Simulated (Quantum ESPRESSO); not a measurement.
# Hf in Quantum ESPRESSO: the effect of functional

Hf:

```
Hf
1.0
    -1.80500    1.80500    1.80500
     1.80500   -1.80500    1.80500
     1.80500    1.80500   -1.80500
Hf
1
Cartesian
  0.0000 0.0000 0.0000
```

This isn't the form of Hf at room conditions, which is hcp.

Alike in all runs:

| Item | Value |
| --- | --- |
| Program | Quantum ESPRESSO 7.5 |
| Task | band structure |
| Potentials or basis | SG15 PBE 1.2 |
| Cutoff | 884 eV |
| Density cutoff | 3537 eV |
| k mesh | 10 × 10 × 10 |
| Occupations | fermi-dirac, width 0.05 eV |
| Spin | no spin polarisation |

Q: One run gave: pressure -4.7 GPa. Which functional did it use?
A. LDA
B. AM05
C. PBE
D. PBEsol
E. rev-vdW-DF2

A: C.

| functional | pressure (GPa) |
| --- | --- |
| LDA | -15.3 |
| PBEsol | -8.6 |
| PBE | -4.7 |
| RPBE | 0.2 |
| AM05 | -8.3 |
| rev-vdW-DF2 | -9.1 |

Caveats: the potentials were made for another functional, which shifts forces and pressure (some runs).
